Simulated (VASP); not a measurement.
A run of VASP 6.6.1:

File INCAR:

```
PREC = Accurate ; ENCUT = 600
EDIFF = 1E-7 ; ISMEAR = 0
SIGMA = 0.03 ; LREAL = False
LASPH = True ; NELM = 80
ALGO = Normal ; ISIF = 3
LWAVE = False ; LCHARG = False
GGA = PE ; IVDW = 12
IBRION = 2 ; NSW = 90
EDIFFG = -0.005 ; KPAR = 2
```

The input KPOINTS:

```
Automatic mesh
0
Gamma
  9 9 2
```

File POSCAR:

```
MoSe2                                   
1.0
    3.2786626318      0.0000000000      0.0000000000
   -1.6393313159      2.8394051295     -0.0000000000
   -0.0000000000     -0.0000000000     12.7250115803
  Mo              Se            
     2     4
Direct
     0.3333333332999970    0.6666666667000030    0.2500000000000000
     0.6666666667000030    0.3333333332999970    0.7500000000000000
     0.3333333332999970    0.6666666667000030    0.6183309793989827
     0.6666666667000030    0.3333333332999970    0.1183309793989828
     0.3333333332999970    0.6666666667000030    0.8816690206010173
     0.6666666667000030    0.3333333332999970    0.3816690206010173
```

Potentials or basis: VASP PAW PBE potentials, release 64 (Mo_sv, Se).

Launch:

```sh
$ cat potpaw_PBE.64/Mo_sv/POTCAR potpaw_PBE.64/Se/POTCAR > POTCAR
$ mpirun -np 2 vasp_std > vasp.out
```

Hardware: 2 MPI ranks on Intel(R) Xeon(R) Platinum 8488C (Sapphire Rapids), with other jobs on the host.

Question: How long does it take, and how much memory?

Answer: Wall time 86 s on 2 MPI ranks on Intel(R) Xeon(R) Platinum 8488C (Sapphire Rapids), with other jobs on the host, peak memory 0.3 GiB a rank. Counts: scf iterations 15, k points 24, ion steps 1.
